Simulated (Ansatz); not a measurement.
Something may be wrong with this Ansatz 0.2.0 calculation of CuI (Marshite).

File input.yaml:

```yaml
crystal:
  lattice:
    - [0.0, 3.0315, 3.0315]
    - [3.0315, 0.0, 3.0315]
    - [3.0315, 3.0315, 0.0]
  atoms:
    - { symbol: I, position: [0.0, 0.0, 0.0] }
    - { symbol: Cu, position: [0.75, 0.75, 0.75] }
hamiltonian:
  xc: scan0x
  pseudopotentials: { kind: nc_fr, accuracy: standard }
  dispersion: d3bj
magnetization:
  noncollinear: true
  spin_orbit: true
kpoints:
  mp_grid: { grid: [8, 8, 8] }
scf:
  occupations: { method: gaussian, width: 0.05 }
  n_extra_bands: 14
  max_iter: 100
output:
  eigenvalues: true
  wannier:
    kmesh: [6, 6, 6]
    projections: [{ site: 0, l: p }, { site: 1, l: d }]
    minimise: true
    write_xyz: true
    disentanglement: { window: [-2.5, 19.0], frozen_window: [-1.0, 7.3] }
```

Potentials or basis: PseudoDojo standard.

The run is started by

```console
$ ansatz run input.yaml --threads 1 --pin off --max-ram 2560MiB --backend cpu --events-out ev --progress --plain --runs-dir out
```

Output:

```text
Error: YAML parse error: error: line 10 column 7: hamiltonian.xc: unknown variant `scan0x`, expected one of `lda`, `lda-pw`, `pw92`, `pbe`, `pbesol`, `rpbe`, `revpbe`, `blyp`, `pbe0`, `revpbe0`, `b3lyp`, `b3lyp5`, `hse06`, `wpbeh`, `hiss`, `lc_wpbe`, `cam_b3lyp`, `hf`, `r2scan`, `r2scanh`, `r2scan0`, `r2scan50`, `mr2scan`
  --> <input>:10:7
   |
 8 |     - { symbol: Cu, position: [0.75, 0.75, 0.75] }
 9 | hamiltonian:
10 |   xc: scan0x
   |       ^ hamiltonian.xc: unknown variant `scan0x`, expected one of `lda`, `lda-pw`, `pw92`, `pbe`, `pbesol`, `rpbe`, `revpbe`, `blyp`, `pbe0`, `revpbe0`, `b3lyp`, `b3lyp5`, `hse06`, `wpbeh`, `hiss`, `lc_wpbe`, `cam_b3lyp`, `hf`, `r2scan`, `r2scanh`, `r2scan0`, `r2scan50`, `mr2scan`
11 |   pseudopotentials: { kind: nc_fr, accuracy: standard }
12 |   dispersion: d3bj
   |
```

Problem. What happened, and what is wrong with the input?

Solution. The input was rejected before any iteration. The input holds a flaw that was put in on purpose: an unknown functional (hamiltonian.xc = scan0x).
